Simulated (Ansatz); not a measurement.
A 2-atom cell of CsBr started from a crystallographic database (r2SCAN geometry), in Ansatz:

```
Cs Br
1.0
     4.31960    0.00000    0.00000
     0.00000    4.31960    0.00000
     0.00000    0.00000    4.31960
Cs Br
1 1
Cartesian
  0.0000 0.0000 0.0000
  2.1598 2.1598 2.1598
```

G0W0@PBE with 303 empty bands, a screening cutoff of 140 eV and a 4×4×4 mesh (PAW, contour deformation) gives 6.694 eV over the mesh points, from a PBE gap of 4.437 eV; it sums over 311 bands with 305 plane waves in the screening and a wave cutoff of 420 eV. G0W0 here is at a finite number of bands, screening cutoff and k mesh, not at the basis limit. No spin polarisation and no zero-point or thermal motion.

(1) Another run gave a Kohn-Sham gap of 4.437 eV and a G0W0 gap of 6.506 eV, summing over 138 bands with 123 plane waves in the screening and a wave cutoff of 420 eV. What was changed?

(2) Another run gave a Kohn-Sham gap of 4.437 eV and a G0W0 gap of 6.767 eV, summing over 564 bands with 587 plane waves in the screening and a wave cutoff of 420 eV. What was changed?

(3) Estimate the gap with frequency model Godby-Needs pole.

(4) Estimate the gap with starting point LDA.

Answers

(1) Empty bands 130, screening cutoff 80 eV. The counts of bands and plane waves show it.

(2) Empty bands 556, screening cutoff 210 eV. The counts of bands and plane waves show it.

(3) 6.661 eV (-0.033 eV), from a Kohn-Sham gap of 4.437 eV.

(4) 6.531 eV (-0.163 eV), from a Kohn-Sham gap of 4.043 eV.

The runs are scalar-relativistic, without spin-orbit coupling.
